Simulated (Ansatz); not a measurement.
Consider the hydrogenolysis of a C–C bond: `O=C(F)C(F)(F)F` + H₂ → `O=CF` + `FC(F)F`.

Calculated with Ansatz (gas phase, PBE0-D4/def2-TZVP geometries, no zero-point term in ΔE). CBS: MP2 limit from def2 TZ/QZ plus the TZ coupled-cluster correction, frozen cores. This one scheme is used for every species. DFT in def2-TZVPP.

```csv
level,ΔE (kcal/mol),difference from CCSD(T)/CBS
PBE-D4,-17.2,1.9
revPBE-D4,-16.3,2.8
BHLYP-D4,-20.6,-1.5
CAM-B3LYP-D4,-19.1,0.0
ωB97X-V,-18.0,1.1
PBE-QIDH,-19.6,-0.5
PBE,-18.4,0.7
BLYP,-20.6,-1.5
PBE0,-19.5,-0.4
r2SCANh,-17.3,1.8
HF/def2-SVP,-24.2,-5.1
CCSD/def2-SVP,-18.9,0.2
HF/def2-TZVPP,-24.4,-5.3
HF/def2-QZVPP,-24.4,-5.3
SCS-MP2/def2-QZVPP,-20.1,-1.0
HF/CBS(def2),-24.4,-5.3
CCSD(T)/CBS,-19.1,0
```

Question: What do rigid-rotor, harmonic-oscillator terms from PBE0-D4/def2-TZVP frequencies (298.15 K, 1 bar) make of the CCSD(T)/CBS value? (An estimate is asked.)

Answer: The calculation gave: ΔZPE = +6.1 kcal/mol, ΔH = -14.2 kcal/mol, ΔS = 41 J/(mol·K), ΔG = -17.1 kcal/mol. Modes under 50 cm⁻¹ make the entropy rough.

Largest T1 diagnostic among the species: 0.016.

From r2SCAN to r2SCAN0 (25 % exact exchange), in def2-TZVPP and without D4, ΔE moves by −1.6 kcal/mol. At CCSD(T), def2-SVP lies +1.5 kcal/mol from the extrapolated value and def2-TZVPP −0.0 kcal/mol.

CCSD(T)/CBS has its own doubt, a few kJ/mol and more with outer-core shells, so smaller differences from it don't rank the levels.
